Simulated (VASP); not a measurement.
# Mg (Pm-3m) in VASP: notebook

One crystal, Mg, is run at these levels: PBE; tasks: single point, relaxation of cell and atoms.

All numbers are computed with VASP 6.6.1; they aren't measurements. Logs are shortened: lines on timing, memory, paths and dates and some standing lists are left out, and cuts for length are marked.

**1. The crystal as given**

Symmetry: Pm-3m, No. 221, cubic system. Conventional cell: a = 4.390 Å, b = 4.390 Å, c = 4.390 Å, α = 90.00°, β = 90.00°, γ = 90.00°. Around Mg (site symmetry 4/mmm) lie 8 Mg at 3.10 Å.

The cell was built by a generator and needn't be a form met in nature.

**2. Single point, PBE (random cell by space group and Wyckoff sites (Pm-3m, No. 221))**

The input, INCAR:

```
SYSTEM = Mg
PREC = Accurate
ENCUT = 520
EDIFF = 1E-7
ISMEAR = 0
SIGMA = 0.1
LREAL = .FALSE.
LASPH = .TRUE.
NELM = 100
ALGO = Fast
ISIF = 2
LWAVE = .FALSE.
LCHARG = .FALSE.
GGA = PE
NBANDS = 10
```

The input, KPOINTS:

```
Automatic mesh
0
G
  10 10 10
  0 0 0
```

The input, POSCAR:

```
Mg
1.0
    4.3904263377      0.0000000000      0.0000000000
    0.0000000000      4.3904263377      0.0000000000
    0.0000000000      0.0000000000      4.3904263377
Mg
3
Direct
    0.0000000000      0.5000000000      0.5000000000
    0.5000000000      0.0000000000      0.5000000000
    0.5000000000      0.5000000000      0.0000000000
```

Potentials or basis: VASP PAW PBE potentials, release 64 (Mg).

Run with:

```bash
$ cat potpaw_PBE.64/Mg/POTCAR > POTCAR
$ mpirun -np 1 vasp_std > vasp.out
```

OUTCAR:

```text
SYSTEM = Mg
   PREC = Accurate
   ENCUT = 520
   EDIFF = 1E-7
   ISMEAR = 0
   LREAL = .FALSE.
   LASPH = .TRUE.
   NELM = 100
   ISIF = 2
   GGA = PE

 ion  position               nearest neighbor table
   1  0.000  0.500  0.500-   2 3.10   3 3.10   3 3.10   2 3.10   2 3.10   3 3.10   3 3.10   2 3.10

   2  0.500  0.000  0.500-   1 3.10   3 3.10   3 3.10   1 3.10   3 3.10   3 3.10   1 3.10   1 3.10

   3  0.500  0.500  0.000-   1 3.10   2 3.10   1 3.10   2 3.10   2 3.10   2 3.10   1 3.10   1 3.10

  LATTYP: Found a simple cubic cell.
 ALAT       =     4.3904263377

  Lattice vectors:

 A1 = (   4.3904263377,   0.0000000000,   0.0000000000)
 A2 = (   0.0000000000,   4.3904263377,   0.0000000000)
 A3 = (   0.0000000000,   0.0000000000,   4.3904263377)

Analysis of symmetry for initial positions (statically):
=====================================================================
 Subroutine PRICEL returns:
 Original cell was already a primitive cell.

 Routine SETGRP: Setting up the symmetry group for a
 simple cubic supercell.

 Subroutine GETGRP returns: Found 48 space group operations
 (whereof 48 operations were pure point group operations)
 out of a pool of 48 trial point group operations.

The static configuration has the point symmetry O_h .

Analysis of symmetry for dynamics (positions and initial velocities):
=====================================================================
 Subroutine PRICEL returns:
 Original cell was already a primitive cell.

 Routine SETGRP: Setting up the symmetry group for a
 simple cubic supercell.

 Subroutine GETGRP returns: Found 48 space group operations
 (whereof 48 operations were pure point group operations)
 out of a pool of 48 trial point group operations.

The dynamic configuration has the point symmetry O_h .

 Subroutine INISYM returns: Found 48 space group operations
 (whereof 48 operations are pure point group operations),
 and found     1 'primitive' translations

----------------------------------------------------------------------------------------

                                     Primitive cell

  volume of cell :      84.6292

  direct lattice vectors                    reciprocal lattice vectors
     4.390426338  0.000000000  0.000000000     0.227768313  0.000000000  0.000000000
     0.000000000  4.390426338  0.000000000     0.000000000  0.227768313  0.000000000
     0.000000000  0.000000000  4.390426338     0.000000000  0.000000000  0.227768313

  length of vectors
     4.390426338  4.390426338  4.390426338     0.227768313  0.227768313  0.227768313

  position of ions in fractional coordinates (direct lattice)
     0.000000000  0.500000000  0.500000000
     0.500000000  0.000000000  0.500000000
     0.500000000  0.500000000  0.000000000

  ion indices of the primitive-cell ions
   primitive index   ion index
                 1           1
                 2           2
                 3           3

----------------------------------------------------------------------------------------

 KPOINTS: Automatic mesh

Automatic generation of k-mesh.
 Grid dimensions read from file:
 generate k-points for:   10   10   10

 Generating k-lattice:

  Cartesian coordinates                     Fractional coordinates (reciprocal lattice)
     0.022776831  0.000000000  0.000000000     0.100000000  0.000000000  0.000000000
     0.000000000  0.022776831  0.000000000     0.000000000  0.100000000  0.000000000
     0.000000000  0.000000000  0.022776831     0.000000000  0.000000000  0.100000000

  Length of vectors
     0.022776831  0.022776831  0.022776831

  Shift w.r.t. Gamma in fractional coordinates (k-lattice)
     0.000000000  0.000000000  0.000000000

 Subroutine IBZKPT returns following result:
 ===========================================

 Found     56 irreducible k-points:

 Following reciprocal coordinates:
            Coordinates               Weight
  0.000000  0.000000  0.000000      1.000000
  0.100000  0.000000  0.000000      6.000000
  0.200000  0.000000  0.000000      6.000000
  0.300000  0.000000  0.000000      6.000000
  0.400000  0.000000  0.000000      6.000000
  0.500000  0.000000  0.000000      3.000000
[... 16 lines left out ...]
  0.200000  0.100000  0.100000     24.000000
  0.300000  0.100000  0.100000     24.000000
 [... further k-points ...]
   k-points           NKPTS =     56   k-points in BZ     NKDIM =     56   number of bands    NBANDS=     10
   number of dos      NEDOS =    301   number of ions     NIONS =      3
   total plane-waves  NPLWV =  46656
   dimension x,y,z NGX =    36 NGY =   36 NGZ =   36
   dimension x,y,z NGXF=    72 NGYF=   72 NGZF=   72
   ions per type =               3
   NGX,Y,Z   is equivalent  to a cutoff of  13.63, 13.63, 13.63 a.u.
   NGXF,Y,Z  is equivalent  to a cutoff of  27.26, 27.26, 27.26 a.u.
 SYSTEM =  Mg
   PREC   = accura    normal or accurate (medium, high low for compatibility)
   ISTART =      0    job   : 0-new  1-cont  2-samecut
   ICHARG =      2    charge: 1-file 2-atom 10-const
   ISPIN  =      1    spin polarized calculation?
   LNONCOLLINEAR =      F non collinear calculations
   LSORBIT =      F    spin-orbit coupling
   LASPH  =      T    aspherical Exc in radial PAW
   ENCUT  =  520.0 eV  38.22 Ry    6.18 a.u.   8.16  8.16  8.16*2*pi/ulx,y,z
   NELM   =    100;   NELMIN=  2; NELMDL= -5     # of ELM steps
   EDIFF  = 0.1E-06   stopping-criterion for ELM
   LREAL  =      F    real-space projection
   EDIFFG = 0.1E-05   stopping-criterion for IOM
   NSW    =      0    number of steps for IOM
   IBRION =     -1    ionic relax: 0-MD 1-quasi-New 2-CG
   NFREE  =      0    steps in history (QN), initial steepest desc. (CG)
   ISIF   =      2    stress and relaxation
   ISYM   =      2    0-nonsym 1-usesym 2-fastsym
   POTIM  = 0.5000    time-step for ionic-motion
   TEBEG  =    0.0;   TEEND  =   0.0 temperature during run
   PSTRESS=    0.0 pullay stress
   NELECT =       6.0000    total number of electrons
   NUPDOWN=      -1.0000    fix difference up-down
   EMIN   =  10.00;   EMAX   =-10.00  energy-range for DOS
   EFERMI =   0.00;   METHOD = LEGACY
   ISMEAR =     0;   SIGMA  =   0.10  broadening in eV -4-tet -1-fermi 0-gaus
   EFERMI_NEDOS =   21; number of points for ismear=-14 and -15
   IALGO  =     68    algorithm
   IMIX   =      4    mixing-type and parameters
     AMIX     =   0.40;   BMIX     =  1.00
     AMIX_MAG =   1.60;   BMIX_MAG =  1.00
  volume/ion in A,a.u.               =      28.21       190.37
  Fermi-wavevector in a.u.,A,eV,Ry     =   0.677566  1.280415  6.246384  0.459096
  Thomas-Fermi vector in A             =   1.755213
   LORBIT       =      0    0 simple, 1 ext, 2 COOP (PROOUT), +10 PAW based schemes
   GGA     = PE    functional components
   LHFCALC =     F    Hartree Fock is set to
   AEXX    =    0.0000 exact exchange contribution
   IVDW    =     0    specifies the selected vdW correction
   LEPSILON=     F    determine dielectric tensor
   LRPA    =     F    only Hartree local field effects (RPA)
 non-spin polarized calculation
 RMM-DIIS sequential band-by-band and
 Gauss-broadening in eV      SIGMA  =   0.10
  energy-cutoff  :      520.00
  volume of cell :       84.63
 maximum number of plane-waves:      2301
 NGX is ok and might be reduce to    36
   NGX = 17   NGY = 17   NGZ = 17

 number of electron       6.0000000 magnetization

 Free energy of the ion-electron system (eV)
  ---------------------------------------------------
  ext. energy  EPLUGINS =         0.00000000
  ---------------------------------------------------
  free energy    TOTEN  =        -3.59676494 eV

  energy without entropy =       -3.58910058  energy(sigma->0) =       -3.59293276

 E-fermi :   1.5143     XC(G=0):  -7.7733

 val. band max:        1.5112814766   @ k =   0.1000   0.0000   0.0000
 cond. band min:       1.5394298703   @ k =   0.3000   0.3000   0.2000
 fundamental gap:      0.0281483937
 Fermi energy:         1.5142946128

 k-point     1 :       0.0000    0.0000    0.0000
  band No.  band energies     occupation
      1      -4.6565      2.00000
      2       2.4304      0.00000
      3       2.4304      0.00000
      4       2.4304      0.00000
      5       3.4797      0.00000
      6       3.4797      0.00000
      7       3.8859      0.00000
      8       9.0827      0.00000
      9       9.0827      0.00000
     10       9.0827      0.00000

 k-point     2 :       0.1000    0.0000    0.0000
  band No.  band energies     occupation
      1      -4.5813      2.00000
      2       1.5113      1.03399
      3       2.4960      0.00000
      4       2.4960      0.00000
      5       3.5552      0.00000
      6       3.7823      0.00000
      7       4.6918      0.00000
      8       8.1736      0.00000
      9       8.1736      0.00000
     10       9.1477      0.00000

 k-point     3 :       0.2000    0.0000    0.0000
  band No.  band energies     occupation
      1      -4.3577      2.00000
      2       0.3143      2.00000
      3       2.6906      0.00000
      4       2.6906      0.00000
      5       3.7797      0.00000
      6       3.9773      0.00000
      7       6.2478      0.00000
      8       7.0634      0.00000
      9       7.0634      0.00000
     10       8.2221      0.00000
[... 248 lines left out ...]
 k-point    23 :       0.2000    0.1000    0.1000
  band No.  band energies     occupation
      1      -4.2076      2.00000
      2       0.4543      2.00000
      3       1.8284      0.00001
      4       1.8833      0.00000
      5       4.8094      0.00000
      6       5.0307      0.00000
      7       6.2603      0.00000
      8       6.3735      0.00000
      9       6.6134      0.00000
     10       7.7583      0.00000

 k-point    24 :       0.3000    0.1000    0.1000
  band No.  band energies     occupation
      1      -3.8441      2.00000
      2      -0.6264      2.00000
      3       2.1789      0.00000
      4       2.1893      0.00000
      5       4.7512      0.00000
      6       5.1729      0.00000
      7       5.6408      0.00000
      8       5.7771      0.00000
      9       7.8226      0.00000
     10       8.2652      0.00000

 [... further k-points ...]

------------------------ aborting loop because EDIFF is reached ----------------------------------------

  FORCE on cell =-STRESS in cart. coord.  units (eV):
  Direction    XX          YY          ZZ          XY          YZ          ZX
  --------------------------------------------------------------------------------------
  -------------------------------------------------------------------------------------
  Total       -0.0355078     -0.0355078     -0.0355078      0.0000000     -0.0000000      0.0000000
  in kB       -0.6722239     -0.6722239     -0.6722239      0.0000000     -0.0000000      0.0000000
  external PRESSURE =      -0.6722239 kB  Pullay stress =       0.0000000 kB

 VOLUME and BASIS-vectors are now :
 -----------------------------------------------------------------------------
  energy-cutoff  :      520.00
  volume of cell :       84.63
      direct lattice vectors                 reciprocal lattice vectors
     4.390426338  0.000000000  0.000000000     0.227768313  0.000000000  0.000000000
     0.000000000  4.390426338  0.000000000     0.000000000  0.227768313  0.000000000
     0.000000000  0.000000000  4.390426338     0.000000000  0.000000000  0.227768313

 POSITION                                       TOTAL-FORCE (eV/Angst)
 -----------------------------------------------------------------------------------
      0.00000      2.19521      2.19521         0.000000      0.000000      0.000000
      2.19521      0.00000      2.19521         0.000000      0.000000      0.000000
      2.19521      2.19521      0.00000         0.000000      0.000000      0.000000
 -----------------------------------------------------------------------------------
    total drift:                                0.000000      0.000000      0.000000

  FREE ENERGIE OF THE ION-ELECTRON SYSTEM (eV)
  ---------------------------------------------------
  free  energy   TOTEN  =        -3.5967649405 eV

  energy  without entropy=       -3.5891005804  energy(sigma->0) =       -3.59293276
```

Wall time 23 s (1 thread of Intel Xeon Platinum 8488C (Sapphire Rapids), shared host); peak memory 0.21 GiB.

What came out:

```
Free energy            : -3.5968 eV
Pressure               : -0.1 GPa
Band gap on the k mesh : none (metal or under the smearing width)
```

**3. Relaxation of cell and atoms, PBE (random cell by space group and Wyckoff sites (Pm-3m, No. 221))**

The input, INCAR:

```
SYSTEM = Mg
PREC = Accurate
ENCUT = 600
EDIFF = 1E-7
ISMEAR = 0
SIGMA = 0.1
LREAL = .False.
LASPH = .True.
NELM = 100
ALGO = Fast
ISIF = 3
LWAVE = .False.
LCHARG = .False.
GGA = PE
IBRION = 2
NSW = 100
EDIFFG = -0.01
```

The input, KPOINTS:

```
Automatic mesh
0
Gamma
  10 10 10
  0 0 0
```

The input, POSCAR:

```
Mg
1.0
    4.3749494395      0.0000000000      0.0000000000
    0.0000000000      4.3749494395      0.0000000000
    0.0000000000      0.0000000000      4.3749494395
Mg
3
Direct
    0.0000000000      0.5000000000      0.5000000000
    0.5000000000      0.0000000000      0.5000000000
    0.5000000000      0.5000000000      0.0000000000
```

Potentials or basis: VASP PAW PBE potentials, release 64 (Mg).

Run with:

```bash
$ cat potpaw_PBE.64/Mg/POTCAR > POTCAR
$ mpirun -np 1 vasp_std > vasp.out
```

Run time: 37 s. Hardware: 1 thread of Intel Xeon Platinum 8488C (Sapphire Rapids), shared host; peak memory 0.22 GiB.

It converged, with:

* Free energy: -3.5969 eV
* Relaxed volume: 28.14 Å³/atom
* Relaxed cell: a = 4.387 Å, b = 4.387 Å, c = 4.387 Å, α = 90.00°, β = 90.00°, γ = 90.00°
* Space group after relaxing (to 0.05 Å): Pm-3m (No. 221)
* Energy gained by relaxing: 0.1 meV/atom
* Ionic steps: 3
* Pressure after relaxing: 0.0 GPa

The path:
```
step  energy change (eV)  largest force (eV/Å)  pressure (GPa)  volume (Å³)
   1              0.0000                0.0000            0.19        83.74
   2             -0.0003                0.0000            0.07        84.14
   3             -0.0004                0.0000           -0.01        84.41
```

Final structure:
```xyz
3
Lattice="4.3867 0.0000 0.0000 0.0000 4.3867 0.0000 0.0000 0.0000 4.3867" Properties=species:S:1:pos:R:3 pbc="T T T"
Mg    0.0000    2.1934    2.1934
Mg    2.1934    0.0000    2.1934
Mg    2.1934    2.1934    0.0000
```

Levels at points of the mesh, in eV from the Fermi level:
```csv
k point,band 1,band 2,band 3,band 4,band 5,band 6,band 7
"(0.00, 0.00, 0.00)",-6.18,0.92,0.92,0.92,1.97,1.97,2.37
"(0.50, 0.00, 0.00)",-4.71,-3.67,2.13,2.13,3.14,3.37,3.37
"(0.50, 0.50, 0.00)",-3.20,-2.32,-2.32,-1.15,3.43,4.39,4.39
"(0.50, 0.50, 0.50)",-1.82,-0.69,-0.69,-0.69,-0.17,-0.17,-0.17
```

Caveat: the bands computed are all filled at some k points, so no gap is given.

**4. Single point, PBE**

The input, INCAR:

```
PREC = Accurate
ENCUT = 520
EDIFF = 1E-6
ISMEAR = 0
SIGMA = 0.1
LREAL = False
LASPH = True
NELM = 100
ALGO = Normal
ISIF = 2
LWAVE = False
LCHARG = False
GGA = PE
NBANDS = 10
```

The input, KPOINTS:

```
regular mesh
0
Gamma
  10 10 10
```

The input, POSCAR:

```
Mg
1.0
    4.3904263377      0.0000000000      0.0000000000
    0.0000000000      4.3904263377      0.0000000000
    0.0000000000      0.0000000000      4.3904263377
Mg
3
Direct
    0.0000000000      0.5000000000      0.5000000000
    0.5000000000      0.0000000000      0.5000000000
    0.5000000000      0.5000000000      0.0000000000
```

Run with:

```bash
$ cat potpaw_PBE.64/Mg/POTCAR > POTCAR
$ mpirun -np 1 vasp_std > vasp.out
```

Run time: 34 s. Hardware: 1 thread of Intel Xeon Platinum 8488C (Sapphire Rapids), shared host; peak memory 0.21 GiB.

Results (log left out):

```yaml
Free_energy: -3.5968 eV
Pressure: -0.1 GPa
Band_gap_on_the_k_mesh: none (metal or under the smearing width)
```

Levels at points of the mesh, in eV from the Fermi level:
```
           k point  band 1  band 2  band 3  band 4  band 5  band 6  band 7
(0.00, 0.00, 0.00)   -6.17    0.92    0.92    0.92    1.97    1.97    2.37
(0.50, 0.00, 0.00)   -4.70   -3.67    2.13    2.13    3.14    3.37    3.37
(0.50, 0.50, 0.00)   -3.19   -2.32   -2.32   -1.14    3.42    4.38    4.38
(0.50, 0.50, 0.50)   -1.81   -0.69   -0.69   -0.69   -0.17   -0.17   -0.17
```

**5. Overview**

| task | cell | cutoff (eV) | gap on the mesh (eV) | pressure (GPa) |
| --- | --- | --- | --- | --- |
| single point | random cell by space group and Wyckoff sites (Pm-3m, No. 221) | 520 | none | -0.1 |
| relaxation of cell and atoms | relaxed from: random cell by space group and Wyckoff sites (Pm-3m, No. 221) | 600 | - | 0.0 |
| single point | as given | 520 | none | -0.1 |

Alike in all rows: level PBE; potentials or basis VASP PAW PBE potentials, release 64 (Mg); no spin polarisation; k mesh 10 × 10 × 10; smearing gaussian 0.1 eV.

Caveats: the bands computed are all filled at some k points, so no gap is given (some runs).

Total energies depend on the potentials used, so only differences within one code and one set of settings carry meaning.
